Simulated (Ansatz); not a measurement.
## Straining Al3Cu

All numbers below come from Ansatz, DFT r2SCAN, scalar-relativistic, plane waves, PAW. Run with 500 eV cutoff, 18×18×8 k-mesh, Gaussian smearing of 0.10 eV, no spin polarisation.

The relaxed crystal:

```xyz
4
Lattice="2.7738 0.0000 0.0000 0.0000 2.7738 0.0000 0.0000 0.0000 7.5919" Properties=species:S:1:pos:R:3 pbc="T T T"
Al    0.0000    0.0000    3.7959
Al    1.3869    1.3869    1.6903
Al    1.3869    1.3869    5.9016
Cu    0.0000    0.0000    0.0000
```

Deformation: c alone is stretched, the rest of the cell is held and the atoms relax, all within the symmetry that the strain leaves. Energies are extrapolated to zero smearing. Stress is positive in compression, on the Cartesian axes of the cell above.

```tsv
strain (%)	ΔE (meV/atom)	a (Å)	b (Å)	c (Å)	σxx (GPa)	σyy (GPa)	σzz (GPa)
-3.0	8.9	2.774	2.774	7.364	1.87	1.87	6.37
-2.0	4.0	2.774	2.774	7.440	1.10	1.10	4.25
-1.0	1.0	2.774	2.774	7.516	0.41	0.41	2.14
+0.0	0.0	2.774	2.774	7.592	-0.03	-0.03	-0.04
+1.0	1.0	2.774	2.774	7.668	-0.52	-0.52	-2.31
+2.0	4.1	2.774	2.774	7.744	-0.86	-0.86	-4.48
+3.0	9.2	2.774	2.774	7.820	-1.22	-1.22	-6.44
```